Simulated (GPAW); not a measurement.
# Al (P6/mmm) in GPAW: a series of runs

Aim: see how the results for Al move with the level of theory and the settings. Levels: TPSS, SCAN. Tasks: single point.

All numbers are computed with GPAW 26.7.0; they aren't measurements. Logs are shortened: lines on timing, memory, paths and dates and some standing lists are left out, and cuts for length are marked. The log counts tension as positive stress, the text compression.

### Step 1. The structure

Symmetry: P6/mmm, No. 191, hexagonal system. Conventional cell: a = 4.492 Å, b = 4.492 Å, c = 2.723 Å, α = 90.00°, β = 90.00°, γ = 120.00°. Around Al (site symmetry -6m2) lie 5 Al at 2.59 to 2.72 Å.

The cell was built by a generator and needn't be a form met in nature.

### Step 2. Single point, TPSS

Contents of run.py:

```python
from ase import Atoms
from ase.dft.bandgap import bandgap
from ase.io import write
from ase.units import GPa
from gpaw import GPAW, PW

atoms = Atoms(['Al', 'Al'],
              cell=[[4.4916001283, 0.0, 0.0],
                    [-2.2458000642, 3.8898398148, 0.0],
                    [0.0, 0.0, 2.7226]],
              scaled_positions=[[0.33333, 0.66667, 0.0],
                                [0.6666633333, 0.3333366667, 0.0]],
              pbc=True)

calc = GPAW(mode=PW(600),
            xc='MGGA_X_TPSS+MGGA_C_TPSS',
            kpts={'size': (7, 7, 10), 'gamma': True},
            occupations={'name': 'fermi-dirac', 'width': 0.05},
            nbands=10,
            convergence={'density': 1e-05, 'energy': 1e-05},
            eigensolver='davidson',
            maxiter=150,
            txt='gpaw.txt')
atoms.calc = calc
energy = atoms.get_potential_energy()
forces = atoms.get_forces()
stress = atoms.get_stress()
calc.write('gs.gpw')
write('result.traj', atoms)
print(f'Energy: {energy:.6f} eV')
print('Forces (eV/A):')
print(forces.round(4))
print('Stress (GPa):', (stress / GPa).round(3))
print('Fermi level:', round(calc.get_fermi_level(), 4), 'eV')
print(f'Gap: {bandgap(calc)[0]:.4f} eV, direct: {bandgap(calc, direct=True)[0]:.4f} eV')
```

Potentials or basis: GPAW PAW data sets (gpaw-data 1.2.1), pw.

Run with:

```console
OMP_NUM_THREADS=1 python run.py
```

gpaw.txt:

```text
__  _  _
 | _ |_)|_||  |
 |__||  | ||/\| - 26.7.0

Input parameters:
  mode=PW(ecut=600.0),
  convergence={'density': 1e-05, 'energy': 1e-05},
  eigensolver=Davidson(niter=2),
  kpts=MonkhorstPack(size=(7, 7, 10), gamma=True),
  maxiter=150,
  nbands=10,
  occupations=Occupations(name='fermi-dirac', width=0.05),
  xc=XC(name='MGGA_X_TPSS+MGGA_C_TPSS')

Diagonalizing LCAO Hamiltonian
Converting LCAO to pw mode

        Al  Al

Atoms  # Å, Bohr magnetons
|   | symbol |         x |        y |        z |    initial magnetic moments |
|---|--------|-----------|----------|----------|-----------------------------|
| 0 |     Al | -0.000022 | 2.593240 | 0.000000 | ( 0.0000,  0.0000,  0.0000) |
| 1 |     Al |  2.245778 | 1.296626 | 0.000000 | ( 0.0000,  0.0000,  0.0000) |

Unit cell  # Å
| periodic |         x |        y |        z |  lengths |     angles |
|----------|-----------|----------|----------|----------|------------|
|      yes |  4.491600 | 0.000000 | 0.000000 | 4.491600 |  90.000000 |
|      yes | -2.245800 | 3.889840 | 0.000000 | 4.491600 |  90.000000 |
|      yes |  0.000000 | 0.000000 | 2.722600 | 2.722600 | 120.000000 |

Number of symmetries: 4
Symmetry operations  # r_c * U_cc + t_c -> r_c
|   | kind |            matrix            |
|---|------|------------------------------|
| 0 |  E   |  1, 0, 0,  0, 1, 0,  0, 0, 1 |
| 1 |  σ   |  1, 0, 0,  0, 1, 0,  0, 0,-1 |
| 2 |  σ   |  0,-1, 0, -1, 0, 0,  0, 0, 1 |
| 3 |  C2  |  0,-1, 0, -1, 0, 0,  0, 0,-1 |

BZ-sampling:
  Number of BZ points: 490
  Number of IBZ points: 96

  Monkhorst-Pack size: [7, 7, 10]
  Monkhorst-Pack shift: [0.0, 0.0, 0.05]

K-points  # in reciprocal-cell coordinates
|     |                                coordinates |     weight |
|-----|--------------------------------------------|------------|
|   0 | (  0.00000000,   0.00000000,   0.00000000) | 0.00204082 |
|   1 | (  0.00000000,   0.00000000,   0.10000000) | 0.00408163 |
|   2 | (  0.00000000,   0.00000000,   0.20000000) | 0.00408163 |
|   3 | (  0.00000000,   0.00000000,   0.30000000) | 0.00408163 |
|   4 | (  0.00000000,   0.00000000,   0.40000000) | 0.00408163 |
|   5 | (  0.00000000,   0.00000000,   0.50000000) | 0.00204082 |
|   6 | (  0.14285714,  -0.14285714,   0.00000000) | 0.00408163 |
|   7 | (  0.14285714,  -0.14285714,   0.10000000) | 0.00816327 |
|   8 | (  0.14285714,  -0.14285714,   0.20000000) | 0.00816327 |
|   9 | (  0.14285714,  -0.14285714,   0.30000000) | 0.00816327 |
| ... |                                            |            |
|  95 | (  0.42857143,   0.42857143,   0.50000000) | 0.00408163 |

Plane wave coefficients: 1607
Cutoff: 600.0 eV

Spin-components: 1 (collinear spins)
Bands:           10
Projectors:      10
Spin-degeneracy: 2
Datatype:        complex128

Parallelization:
  kpt:    1
  domain: 1
  band:   1

Density:
  Valence electrons: 6.0
  Components: 1
  Grid points: [27 27 16]
  Charge: 0.0  # |e|

Potential:
  Grid points: [27 27 16]

species:
  Al:
    name:    Aluminium
    Z:       13.0
    valence: 3
    core:    10
    charge:  0.0  # [|e|]
    compensation charges:
      type: gauss
      rc: 0.34  # [Å]
      lmax: 2
    cutoffs:
      filter: 1.91  # [Å]
      core: 2.36  # [Å]
    projectors
    | kind |    occ | energy [eV] | rcut [Å] |
    |------|--------|-------------|----------|
    |   3s |  2.000 |      -7.753 |    1.085 |
    |   3p |  1.000 |      -2.712 |    1.085 |
    |    s |        |      19.459 |    1.085 |
    |    p |        |      24.499 |    1.085 |
    |    d |        |       0.000 |    1.085 |

    Using partial waves for Al as LCAO basis

Reference energy: -13206.846530  # eV

eigensolver:
  Davidson
  Converge bands: occupied
  niter=2

density mixing:
  MSR1-Mixer
  Pratt-step length: 0.05
  Maximum mixing coefficient: 0.75
  Old densities: 10
  SVD Regularization: 0.005
  Good broyden scale: 1.0
  Trust region scale: 1.0
  Backstep threshold: 4.0
  History deletion threshold: 6.0
  Fourier metric: weight=20.0, sigma=0.015

occupation numbers:
  Fermi-Dirac:
    width: 0.0500  # eV

poisson solver:
  ecut: 4800.0  # eV

xc functional:
  name: MGGA_X_TPSS+MGGA_C_TPSS with 2 nearest neighbor stencil

convergence criteria:
- Maximum integral of absolute [dens]ity change: 1e-05 electrons / valence electron
- Maximum [total energy] change in last 3 cyles: 1e-05 eV / valence electron
- Maximum integral of absolute [eigenst]ate change: 4e-08 eV^2 / valence electron
maximum number of iterations: 150

SCF iterations
|iter     | |      energy | eigst |  dens |
|---------|-|-------------|-------|-------|
|iter:   1| |   30.173653 | +3.24 |       |
|iter:   2| |  -14.377706 | -0.13 | -0.65 |
|iter:   3| |  -14.465592 | -1.91 | -0.92 |
|iter:   4| |  -14.519465 | -1.33 | -0.93 |
|iter:   5| |  -14.532489 | -2.39 | -0.95 |
|iter:   6| |  -14.533613 | -4.72 | -2.00 |
|iter:   7| |  -14.533828 | -4.09 | -2.07 |
|iter:   8| |  -14.533863 | -5.14 | -2.59 |
|iter:   9| |  -14.533868c| -5.41 | -2.63 |
|iter:  10| |  -14.533869c| -6.97 | -2.77 |
|iter:  11| |  -14.533870c| -7.20 | -2.80 |
|iter:  12| |  -14.533872c| -6.50 | -2.90 |
|iter:  13| |  -14.533877c| -6.25 | -3.31 |
|iter:  14| |  -14.533877c| -7.72c| -4.42 |
|iter:  15| |  -14.533876c| -8.22c| -4.77 |
|iter:  16| |  -14.533876c|-10.16c| -5.52c|

Converged in 16 steps
Energy contributions relative to reference atoms: (reference = -13206.846530)

Energy contributions:
  Kinetic:           6.425589
  Coulomb:          -3.945578
  Zero:             -0.025300
  External:          0.000000
  Xc:              -16.986003
  Entropy:          -0.005169
  Spinorbit:         0.000000
  ----------------------------
  Free energy:     -14.536461
  Extrapolated:    -14.533876

dipole moment: (-0.000097, 0.000053, -9.341508)  # |e|*Ang

Fermi level: 3.603
Eigenvalues  # (at kpt = [0.000, 0.000, 0.000])
| band index |      eig [eV] | occ [0-2] |
|------------|---------------|-----------|
|          0 |        -5.432 |     2.000 |
|          1 |         2.710 |     2.000 |
|          2 |         2.710 |     2.000 |
|          3 |         3.338 |     1.990 |
|          4 |         5.847 |     0.000 |
|          5 |         5.847 |     0.000 |
|          6 |         9.154 |     0.000 |
|          7 |        13.362 |     0.000 |
|          8 |        13.809 |     0.000 |
|          9 |        20.127 |     0.000 |

No gap
No difference between direct/indirect transitions

Forces  # eV/Ang
|        x |        y |       z |
|----------|----------|---------|
|  0.00000 | -0.00000 | 0.00000 |  # Al   0
| -0.00000 |  0.00000 | 0.00000 |  # Al   1

Stress tensor  # eV/Ang^3
|         x |         y |         z |
|-----------|-----------|-----------|
| -0.007269 | -0.000000 |  0.000000 |
| -0.000000 | -0.007269 |  0.000000 |
|  0.000000 |  0.000000 | -0.004818 |

# Writing to gs.gpw (mode='')
```

Run time: 1.9 min. Hardware: 1 thread of Arm Neoverse V1, shared host; peak memory 0.21 GiB.

What came out:

```
Free energy            : -14.5365 eV
Pressure               : 1.0 GPa
Band gap on the k mesh : none (metal or under the smearing width)
```

Stress tensor (GPa, compression positive):
```
1.16 0.00 0.00
0.00 1.16 0.00
0.00 0.00 0.77
```

Levels at points of the mesh, in eV from the Fermi level:
```
           k point  band 1  band 2  band 3  band 4  band 5  band 6
(0.00, 0.00, 0.00)   -9.03   -0.89   -0.89   -0.26    2.24    2.24
(0.00, 0.00, 0.50)   -4.51   -3.66    2.50    2.50    2.91    5.48
```

Caveat: the PAW data sets were made with another functional, which shifts forces and pressure a little.

### Step 3. Single point, SCAN

Changes to run.py since step 2:

```diff
@@ -15,3 +15,3 @@
 calc = GPAW(mode=PW(600),
-            xc='MGGA_X_TPSS+MGGA_C_TPSS',
+            xc='MGGA_X_SCAN+MGGA_C_SCAN',
             kpts={'size': (7, 7, 10), 'gamma': True},
@@ -20,3 +20,2 @@
             convergence={'density': 1e-05, 'energy': 1e-05},
-            eigensolver='davidson',
             maxiter=150,
```

Potentials or basis: GPAW PAW data sets (gpaw-data 1.2.1), pw.

Run with:

```console
OMP_NUM_THREADS=1 python run.py
```

It took 2.2 min on 1 thread of Arm Neoverse V1, shared host; peak memory 0.21 GiB.

The run converged. Its results:

- Free energy: -14.2779 eV
- Pressure: 0.7 GPa
- Band gap on the k mesh: none (metal or under the smearing width)

Stress tensor (GPa, compression positive):
```
0.28 0.00 0.00
0.00 0.28 0.00
0.00 0.00 1.48
```

Levels at points of the mesh, in eV from the Fermi level:
```csv
k point,band 1,band 2,band 3,band 4,band 5,band 6
"(0.00, 0.00, 0.00)",-9.31,-0.97,-0.97,-0.18,2.36,2.36
"(0.00, 0.00, 0.50)",-4.66,-3.74,2.48,2.48,3.04,5.73
```

Caveat: the PAW data sets were made with another functional, which shifts forces and pressure a little.
